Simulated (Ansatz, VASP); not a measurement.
**Two plane-wave programs on SnO**

```xyz
4
Lattice="3.3249 0.0000 0.0000 0.0000 5.6059 0.0000 0.0000 0.0000 3.6586" Properties=species:S:1:pos:R:3 pbc="T T T"
Sn    0.0000    1.3641    1.9862
Sn    1.6625    4.2418    0.1569
O     0.0000    4.9058    2.5870
O     1.6625    0.7000    0.7577
```

Alike in both runs: functional PBE; dispersion D3(BJ); k mesh 8 × 6 × 6; occupations gaussian, width 0.02 eV; no spin polarisation.

Ansatz relaxed the structure, and its values are those at the end. VASP's run is a single point on that final structure, the one shown.

|  | VASP | Ansatz |
| --- | --- | --- |
| version | VASP 6.6.1 | Ansatz 0.2.0 |
| potentials or method | VASP PAW PBE potentials, release 64 (Sn_d, O) | scalar-relativistic, plane waves, PAW |
| plane-wave cutoff (eV) | 520 | 420 |
| valence electrons in the cell | 40 | 40 |

Ansatz gave:

```
gap on the k mesh at the Fermi level (eV) : 1.08
least direct gap on the mesh (eV)         : 1.67
pressure (GPa)                            : 2.3
rms of the force components (eV/Å)        : 0.001
```

Q: What did VASP give for the same quantities?

A: gap on the k mesh at the Fermi level (eV): 1.06; least direct gap on the mesh (eV): 1.65; pressure (GPa): 2.4; rms of the force components (eV/Å): 0.036.

Caveats: spin-orbit coupling is left out, which moves the levels of the heavy elements. A hybrid or GW would open this gap; PBE tends to underestimate it. A k mesh can miss the band edges.
